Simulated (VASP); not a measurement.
Wanted: the native input for a VASP 6.6.1 run.

- Task: single point
- Functional: PBEsol
- Potentials or basis: VASP PAW PBE potentials, release 64 (Mg)
- Cutoff: 520 eV
- k mesh: 21 × 21 × 12
- Occupations: methfessel-paxton, width 0.1 eV
- Spin: no spin polarisation
- Dipole correction: no
- Further INCAR settings: ALGO = Fast; EDIFF = 1e-06; NBANDS = 9

The structure of Mg lies in POSCAR:

```
Mg
1.0
    3.1745766245      0.0000000000      0.0000000000
   -1.5872883122      2.7492640030      0.0000000000
    0.0000000000      0.0000000000      5.1555229812
Mg
2
Direct
    0.3333333333      0.6666666667      0.2500000000
    0.6666666667      0.3333333333      0.7500000000
```

These files were run (other wordings do the same):

INCAR

```
SYSTEM = Mg
PREC = Accurate ; ENCUT = 520
EDIFF = 1E-6 ; ISMEAR = 1
SIGMA = 0.1 ; LREAL = .FALSE.
LASPH = .TRUE. ; NELM = 60
ALGO = Fast ; ISIF = 2
LWAVE = .FALSE. ; LCHARG = .FALSE.
GGA = PS ; NBANDS = 9
```

KPOINTS

```
regular mesh
0
G
  21 21 12
  0 0 0
```

Potentials or basis: VASP PAW PBE potentials, release 64 (Mg).

Run with:

```console
$ cat potpaw_PBE.64/Mg/POTCAR > POTCAR
$ mpirun -np 1 vasp_std > vasp.out
```

Results of the run:

```
Pressure               : 0.0 GPa
Band gap on the k mesh : none (metal or under the smearing width)
```

Caveat: the PAW data sets were made with another functional, which shifts forces and pressure a little.

It took 32 s on 1 thread of Intel(R) Xeon(R) Platinum 8488C (Sapphire Rapids), with other jobs on the host, peak memory 0.25 GiB.
